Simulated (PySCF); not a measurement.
# HgSe (F-43m) in PySCF: density of states with PBEsol

Aim: the density of states of HgSe with PBEsol.

Program: PySCF 2.14.0. These are calculated values, not measurements. Logs are shortened: lines on timing, memory, paths and dates and some standing lists are left out, and cuts for length are marked.

## 1. The structure

The structure is cubic, space group F-43m (No. 216). The conventional cell has a = 6.078 Å, b = 6.078 Å, c = 6.078 Å, α = 90.00°, β = 90.00°, γ = 90.00°. Around Hg (site symmetry -43m) lie 4 Se at 2.63 Å. Around Se (site symmetry -43m) lie 4 Hg at 2.63 Å.

## 2. Density of states, PBEsol

run.py

```python
import json
import numpy as np
from pyscf.pbc import gto, scf, dft, df

cell = gto.Cell()
cell.basis = {'Hg': 'DZVP-MOLOPT-SR-GTH-q12', 'Se': 'DZVP-MOLOPT-SR-GTH-q6'}
cell.pseudo = {'Hg': 'GTH-PBE-q12', 'Se': 'GTH-PBE-q6'}
cell.fromfile('HgSe.xyz')
cell.ke_cutoff = 90  # hartree
cell.exp_to_discard = 0.02
cell.precision = 1e-08
cell.space_group_symmetry = True
cell.symmorphic = False
cell.max_memory = 5880  # MB
cell.verbose = 4
cell.build()

res = {}
kpts = cell.make_kpts([8, 8, 8], space_group_symmetry=True, time_reversal_symmetry=True)
cell.space_group_symmetry = False  # the mesh holds the operations; no search on the supercells of the integral code
mf = dft.KRKS(cell, kpts, xc='pbesol')
mf = mf.multigrid_numint()
mf = mf.smearing(sigma=0.00183747, method='fermi')  # hartree
mf.conv_tol = 1e-07
mf.max_cycle = 60

mf.kernel()
res.update(converged=bool(mf.converged), e_tot=mf.e_tot, nelec=cell.nelectron, nao=cell.nao, mesh=list(map(int, cell.mesh)), a=cell.lattice_vectors().tolist(), coords=cell.atom_coords().tolist(),
           mo_energy=[np.real(x).tolist() for x in mf.mo_energy], mo_occ=[np.real(x).tolist() for x in mf.mo_occ])
res.update(e_free=mf.e_free, e_zero=mf.e_zero)
res.update(kpts=kpts.kpts_scaled_ibz.tolist(), weights=kpts.weights_ibz.tolist())
res['parts'] = {k: float(np.real(v)) for k, v in mf.scf_summary.items() if np.isscalar(v)}
json.dump(res, open('results.json', 'w'))
if not mf.converged:
    raise SystemExit('SCF not converged')

print('levels (eV)')
for i, kp in enumerate(res['kpts'][:40]):
    print('k %7.4f %7.4f %7.4f  ' % tuple(kp), ' '.join('%.3f' % (x * 27.211386) for x in res['mo_energy'][i][:14]))

mf = mf.to_khf()  # unfold to the whole mesh
kpts = mf.kpts
# Mulliken populations
dm, s = np.asarray(mf.make_rdm1()), np.asarray(mf.get_ovlp())
sites = cell.aoslice_by_atom()[:, 2:]
tot = np.einsum('kij,kji->i', dm, s).real / len(kpts)
res['mulliken'] = [cell.atom_charge(i) - tot[a0:a1].sum() for i, (a0, a1) in enumerate(sites)]
print('Mulliken charges', np.round(res['mulliken'], 5))

# density of states, Gaussians of 0.15 eV
e = np.asarray(mf.mo_energy).real.reshape(1, -1) * 27.211386
ef = mf.get_fermi()
ef = np.max(ef) * 27.211386
x = np.arange(-15, 10.01, 0.1) + round(ef, 1)
dos = np.exp(-((x[:, None, None] - e) / 0.15) ** 2 / 2).sum(-1).T / (0.15 * np.sqrt(2 * np.pi) * len(kpts)) * 2
res.update(dos_e=x.tolist(), dos=dos.tolist())
for a, b in zip(x[::5], dos.T[::5]):
    print('%8.2f' % a, ' '.join('%9.4f' % y for y in b))

# density on a uniform mesh
grids = dft.gen_grid.UniformGrids(cell)
grids.mesh = [23, 23, 23]
grids.build()
ni = dft.numint.KNumInt()
rho = [ni.get_rho(cell, x, grids, kpts) for x in [dm]]
np.save('rho.npy', np.reshape(rho, (-1, *grids.mesh)))
res['done'] = True
json.dump(res, open('results.json', 'w'))
```

HgSe.xyz

```xyz
2
Lattice="0.0000000000 3.0390000000 3.0390000000 3.0390000000 0.0000000000 3.0390000000 3.0390000000 3.0390000000 0.0000000000" Properties=species:S:1:pos:R:3 pbc="T T T"
Hg     0.0000000000      0.0000000000      0.0000000000
Se     4.5585000000      4.5585000000      4.5585000000
```

Potentials or basis: DZVP-MOLOPT-SR/GTH-PBE (potentials made for PBE).

The run is started by

```
> OMP_NUM_THREADS=4 python -u run.py > log
```

Standard output:

```text
Discarded 0 diffused primitive functions, 0 contracted functions
time reversal: True
k-points in IBZ                         weights
  0:  0.000000,  0.000000,  0.000000    1/512
  1:  0.500000,  0.500000,  0.000000    3/512
  2:  0.500000,  0.500000,  0.500000    4/512
  3:  0.625000,  0.625000,  0.000000    6/512
  4:  0.625000,  0.625000,  0.625000    8/512
  5:  0.750000,  0.375000,  0.375000    12/512
[... 21 lines left out ...]
 27:  0.875000,  0.875000,  0.750000    12/512
 28:  0.875000,  0.875000,  0.875000    8/512

******** <class 'pyscf.pbc.scf.smearing.SmearingKsymAdaptedKRKS'> ********
method = SmearingKsymAdaptedKRKS
initial guess = minao
damping factor = 0
level_shift factor = 0
DIIS = <class 'pyscf.scf.diis.CDIIS'>
diis_start_cycle = 1
diis_space = 8
diis_damp = 0
SCF conv_tol = 1e-07
SCF conv_tol_grad = None
SCF max_cycles = 60
direct_scf = True
direct_scf_tol = 1e-13

******** PBC SCF flags ********
N kpts (BZ) = 512
N kpts (IBZ) = 29
Exchange divergence treatment (exxdiv) = ewald
    madelung (= occupied orbital energy shift) = 0.04989726317934555
    Total energy shift due to Ewald probe charge = -1/2 * Nelec*madelung = -0.449075368614
DF object = <pyscf.pbc.df.fft.FFTDF object>
XC functionals = pbesol
small_rho_cutoff = 0
Uniform grid, mesh = [37 37 37]
Set gradient conv threshold to 0.000316228
nelec by numeric integration = 18.000000000000032
init E= -50.5464595891636
    sigma = 0.00183747  Optimized mu = 0.261291197098  entropy = 0.0113796831841
nelec by numeric integration = 18.00000000000118
    Total E(T) = -50.4589488468726  Free energy = -50.4589697566991  E0 = -50.4589593017858
cycle= 1 E= -50.4589488468726  delta_E= 0.0875  |g|= 0.915  |ddm|= 13.2
    sigma = 0.00183747  Optimized mu = 0.244012847275  entropy = 0.0114721167251
nelec by numeric integration = 18.00000000000444
    Total E(T) = -50.4551028916015  Free energy = -50.4551239712718  E0 = -50.4551134314367
cycle= 2 E= -50.4551028916015  delta_E= 0.00385  |g|= 1.01  |ddm|= 7.22
    sigma = 0.00183747  Optimized mu = 0.240174173986  entropy = 0.0117263940365
nelec by numeric integration = 18.000000000002412
    Total E(T) = -50.4750813485202  Free energy = -50.4751028954174  E0 = -50.4750921219688
cycle= 3 E= -50.4750813485202  delta_E= -0.02  |g|= 0.123  |ddm|= 3.78
    sigma = 0.00183747  Optimized mu = 0.244980363411  entropy = 0.0115562678103
nelec by numeric integration = 18.00000000000257
    Total E(T) = -50.4754206866162  Free energy = -50.4754419209116  E0 = -50.4754313037639
cycle= 4 E= -50.4754206866162  delta_E= -0.000339  |g|= 0.00442  |ddm|= 0.396
    sigma = 0.00183747  Optimized mu = 0.244793173673  entropy = 0.0115632909161
nelec by numeric integration = 18.00000000000257
    Total E(T) = -50.4754211672183  Free energy = -50.4754424144185  E0 = -50.4754317908184
cycle= 5 E= -50.4754211672183  delta_E= -4.81e-07  |g|= 0.000136  |ddm|= 0.0168
    sigma = 0.00183747  Optimized mu = 0.244789593832  entropy = 0.0115632338648
nelec by numeric integration = 18.00000000000256
    Total E(T) = -50.4754211676639  Free energy = -50.4754424147592  E0 = -50.4754317912116
cycle= 6 E= -50.4754211676639  delta_E= -4.46e-10  |g|= 1.01e-05  |ddm|= 0.000368
    sigma = 0.00183747  Optimized mu = 0.244789047259  entropy = 0.0115632565414
nelec by numeric integration = 18.000000000002565
    Total E(T) = -50.4754211676214  Free energy = -50.4754424147584  E0 = -50.4754317911899
Extra cycle  E= -50.4754211676214  delta_E= 4.25e-11  |g|= 1.23e-05  |ddm|= 5.09e-05
converged SCF energy = -50.4754211676214
levels (eV)
k  0.0000  0.0000  0.0000   -6.911 -0.572 -0.572 -0.572 0.212 0.212 5.614 6.609 6.609 6.609 12.055 12.055 12.055 17.790
k  0.5000  0.5000  0.0000   -6.267 -0.435 -0.044 -0.044 0.339 0.577 1.436 4.211 4.211 9.414 9.416 15.170 16.736 16.736
k  0.5000  0.5000  0.5000   -6.428 -0.395 -0.395 0.265 0.265 0.538 0.949 5.589 5.589 7.773 12.811 12.811 13.619 17.628
k  0.6250  0.6250  0.0000   -6.370 -0.467 -0.142 -0.142 0.275 0.320 2.157 4.517 4.517 9.455 9.530 14.635 15.642 15.642
k  0.6250  0.6250  0.6250   -6.507 -0.414 -0.414 -0.033 0.245 0.245 1.902 5.725 5.725 7.778 12.818 12.818 13.092 17.593
k  0.7500  0.3750  0.3750   -6.283 -0.345 -0.140 0.039 0.274 0.742 1.253 3.598 4.647 9.567 11.106 14.732 15.013 15.111
[... 21 lines left out ...]
k  0.8750  0.8750  0.7500   -6.749 -0.509 -0.505 -0.464 0.188 0.232 3.932 5.702 6.357 7.947 11.578 12.452 12.788 16.305
k  0.8750  0.8750  0.8750   -6.846 -0.547 -0.541 -0.541 0.210 0.210 4.689 6.440 6.440 7.255 11.826 12.286 12.286 17.232
Mulliken charges [ 0.0424 -0.0424]

WARN: Occupied band above Fermi level:
k=0, mo_e=[-0.253965 -0.021039 -0.021039 -0.021039  0.007787  0.007787  0.206313
  0.242869  0.24287   0.24287   0.443017  0.443017  0.443017  0.653758
  0.666004  0.666004  0.706706  0.706706  0.706706  1.153612  1.153612
  1.153612  1.266724  1.266724  1.266724  1.340348  1.340348  1.354939
  1.354939  1.354939  1.675975  1.700234  1.700234  1.700234  3.166573
  3.166573  3.166575  3.889141], mo_occ=[2.       2.       2.       2.       2.       2.       2.       1.479511
 1.4795   1.4795   0.       0.       0.       0.       0.       0.
 0.       0.       0.       0.       0.       0.       0.       0.
 0.       0.       0.       0.       0.       0.       0.       0.
 0.       0.       0.       0.       0.       0.      ]

   -8.40    0.0000
   -7.90    0.0000
   -7.40    0.0002
   -6.90    0.4237
   -6.40    4.0132
   -5.90    0.0594
[... 43 lines left out ...]
   16.10    1.3717
   16.60    0.6090
```

It took 6.8 min on 4 threads of Intel Xeon at 2.70GHz, shared host; peak memory 5.5 GiB.

What came out:

```
Free energy            : -1373.5068 eV
Band gap on the k mesh : none (metal or under the smearing width)
Mulliken charges       : Hg +0.04; Se -0.04 e
```

States per cell in windows of 1 eV (zero at the Fermi level; states under -8 eV left out):
```csv
from (eV),total
-8.0,2.27
-7.0,7.40
-6.0,1.21
-5.0,0.68
-4.0,0.43
-3.0,1.61
-2.0,1.75
-1.0,0.63
0.0,0.07
1.0,0.51
2.0,0.99
3.0,0.83
4.0,0.77
5.0,1.21
6.0,1.95
7.0,0.97
```

Caveat: Mulliken charges move with the basis; the basis of atomic orbitals isn't converged, which shifts pressures, moduli and gaps. Spin-orbit coupling is left out, which matters for the levels of Hg.
